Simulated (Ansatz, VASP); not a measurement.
# One calculation of Si, two programs

```
Si
1.0
     0.00000    2.54228    4.65940
     2.25557    0.00000    4.65940
     2.25557    2.54228    0.00000
Si
4
Direct
  0.71193 0.28807 0.71193
  0.28807 0.71193 0.28807
  0.78200 0.78200 0.21800
  0.21800 0.21800 0.78200
```

Alike in both runs: task single point; functional r2SCAN; k mesh 12 × 12 × 12; occupations gaussian, width 0.1 eV; no spin polarisation.

|  | VASP | Ansatz |
| --- | --- | --- |
| version | VASP 6.6.1 | Ansatz 0.2.0 |
| potentials or method | VASP PAW PBE potentials, release 64 (Si) | scalar-relativistic, plane waves, PAW |
| plane-wave cutoff (eV) | 520 | 500 |
| valence electrons in the cell | 16 | 16 |

|  | VASP | Ansatz | Ansatz less VASP |
| --- | --- | --- | --- |
| gap on the k mesh at the Fermi level (eV) | none | none | - |
| pressure (GPa) | 23.4 | 23.6 | +0.15 |
| largest component of the traceless stress (GPa) | 12.97 | 13.07 | +0.099 |
| rms of the force components (eV/Å) | 0.810 | 0.817 | +0.0074 |

Atom by atom the forces differ by 0.008 eV/Å (rms over components). A gap of «none» marks a metal or a gap that the smearing closes. The functional is the same, so the differences come from potentials, cutoffs and numerics.

Caveats: so large a pressure means that the cell lies far from this level's equilibrium, or that cutoff or potentials fall short (VASP); the potentials were made for another functional, which shifts forces and pressure (VASP).
